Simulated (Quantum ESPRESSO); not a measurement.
Bi under changes of volume

One of the cells (33.614 Å³/atom); the others are scaled copies at fixed shape and fractional positions:

```
CELL_PARAMETERS angstrom
3.23838 0.00000 0.00000
0.00000 3.22164 0.00000
-0.08045 0.00000 6.44389
ATOMIC_POSITIONS crystal
Bi 0.54425 0.00000 0.74958
Bi 0.45575 0.00000 0.25042
```

This isn't the form of Bi at room conditions, which is rhombohedral.

```yaml
Program: Quantum ESPRESSO 7.5
Functional: LDA
Potentials_or_basis: PseudoDojo 0.4.1 SR LDA standard
Cutoff: 952 eV
Density_cutoff: 3810 eV
k_mesh: 8 × 8 × 4
Occupations: fermi-dirac, width 0.05 eV
Spin: no spin polarisation
```

```tsv
volume (Å³/atom)	energy over the lowest point (meV/atom)	pressure (GPa)	largest force (eV/Å)
31.597	4.84	1.8	0.011
32.270	0.00	0.5	0.008
32.942	0.41	-0.7	0.011
33.614	5.48	-1.7	0.017
34.286	14.69	-2.6	0.022
34.959	?	?	?
35.631	43.75	-4.2	0.033
```

Problem. What does the run at 34.959 Å³/atom give?

Solution. Energy over the lowest point 27.59 meV/atom; pressure -3.5 GPa; largest force 0.028 eV/Å.

Worked out: A Birch-Murnaghan fit of order 3 (a polynomial in V^(-2/3)) to the other rows has its minimum at 32.55 Å³/atom with B0 = V·E''(V) = 58 GPa and B' = 4.7 at fixed shape and positions, which overstates the stiffness. It gives 27.60 meV/atom at 34.959 Å³/atom, against the run's 27.59, and -dE/dV = -3.5 GPa, against -3.5.

Energies are extrapolated to zero smearing.
